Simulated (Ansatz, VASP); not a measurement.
**Two plane-wave programs on Sb**

```
Sb
1.0
     3.16000    0.00000    0.00000
     0.00000    3.16000    0.00000
     0.00000    0.00000    3.16000
Sb
1
Direct
  0.00000 0.00000 0.00000
```

This isn't the form of Sb at room conditions, which is rhombohedral.

Alike in both runs: task relaxation of cell and atoms; functional PBE; k mesh 14 × 14 × 14; occupations gaussian, width 0.1 eV; no spin polarisation.

```csv
,VASP,Ansatz
version,VASP 6.6.1,Ansatz 0.2.0
potentials or method,"VASP PAW PBE potentials, release 64 (Sb)","scalar-relativistic, plane waves, PAW"
plane-wave cutoff (eV),600,420
valence electrons in the cell,5,15
```

```tsv
	VASP	Ansatz	Ansatz less VASP
gap on the k mesh at the Fermi level, each at its own relaxed structure (eV)	none	none	-
relaxed volume (Å³/atom)	30.08	30.09	+0.017
relaxed cell length with the largest relative difference (Å)	3.110	3.110	+0.0006
energy change over the relaxation (meV/atom)	-11	-11	+0.4
```

A gap of «none» marks a metal or a gap that the smearing closes. The two sets of potentials don't hold the same shells in valence.

Spin-orbit coupling is left out, which matters for the levels of Sb.
